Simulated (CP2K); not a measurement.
Runs of CP2K 2026.2 on GaN. The structure is cubic, space group F-43m (No. 216). Conventional cell: a = 4.507 Å, b = 4.507 Å, c = 4.507 Å, α = 90.00°, β = 90.00°, γ = 90.00°. Ga (site symmetry -43m) is surrounded by 4 N at 1.95 Å. N (site symmetry -43m) has 4 Ga at 1.95 Å as nearest neighbours. The cell is a database's computed one.

```csv
level,gap on the mesh (eV),pressure (GPa)
PBEsol,1.59,1.8
LDA,1.52,-1.2
WC,1.58,2.4
OLYP,1.94,5.3
TPSS,1.65,4.6
PBE,(c),(a)
BLYP,1.76,(b)
```

Alike in all rows: task atomic charges; potentials or basis POTENTIAL_UZH Ga GTH-PBE-q13, N GTH-PBE-q5; TZVP-MOLOPT-PBE-GTH basis; no spin polarisation; cell as given; k mesh 10 × 10 × 10; smearing fermi-dirac 0.05 eV.

**Question.** Fill in the values left out.

**Answer.** (a) 7.0; (b) 13.8; (c) 1.69.

Caveats: the basis of atomic orbitals isn't converged, which shifts pressures, moduli and gaps; the potentials were made for another functional, which shifts forces and pressure (some runs).

A k mesh can miss the band edges, and the runs leave out spin-orbit coupling on Ga.
